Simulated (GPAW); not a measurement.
TiO:

```
CELL_PARAMETERS angstrom
4.08667 0.00000 0.00000
0.00000 4.08667 0.00000
0.00000 0.00000 4.08667
ATOMIC_POSITIONS crystal
Ti 0.50000 0.00000 0.50000
Ti 0.00000 0.50000 0.50000
Ti 0.50000 0.50000 0.00000
O 0.00000 0.00000 0.50000
O 0.50000 0.00000 0.00000
O 0.00000 0.50000 0.00000
```

The cell comes from a database or a generator and needn't be the stable form of this composition.

* Program: GPAW 26.7.0
* Task: relaxation of cell and atoms
* Functional: PBEsol
* Dispersion: D4
* Potentials or basis: PAW data sets generated in the run's folder for this functional
* Cutoff: 800 eV
* Basis: pw
* k mesh: 6 × 6 × 6
* Occupations: fermi-dirac, width 0.05 eV
* Spin: no spin polarisation

At the start: pressure -8.8 GPa; volume 11.38 Å³/atom.

Problem. Where does the relaxation end?

Solution. Over 4 steps the energy falls by 12.3 meV/atom and the volume is 10.91 Å³/atom (-4.1 %); space group Pm-3m (No. 221, to 0.05 Å).

Step by step:
```
step  energy change (eV)  largest force (eV/Å)  pressure (GPa)  volume (Å³)
   1              0.0000                0.0000           -8.83        68.25
   2             -0.0153                0.0000           -7.97        67.95
   3             -0.0736                0.0000            0.44        65.31
   4             -0.0740                0.0000           -0.02        65.44
```

Final structure:
```cif
data_structure
_symmetry_space_group_name_H-M 'P 1'
_symmetry_Int_Tables_number 1
_cell_length_a 4.0299
_cell_length_b 4.0299
_cell_length_c 4.0299
_cell_angle_alpha 90.000
_cell_angle_beta 90.000
_cell_angle_gamma 90.000
_cell_volume 65.44
loop_
_atom_site_label
_atom_site_type_symbol
_atom_site_fract_x
_atom_site_fract_y
_atom_site_fract_z
_atom_site_occupancy
Ti1 Ti 0.50000 0.00000 0.50000 1
Ti2 Ti 0.00000 0.50000 0.50000 1
Ti3 Ti 0.50000 0.50000 0.00000 1
O1 O 0.00000 0.00000 0.50000 1
O2 O 0.50000 0.00000 0.00000 1
O3 O 0.00000 0.50000 0.00000 1
```

Caveat: later steps reuse the first step's grids; pairwise dispersion overbinds metals, which lowers pressure and volume.
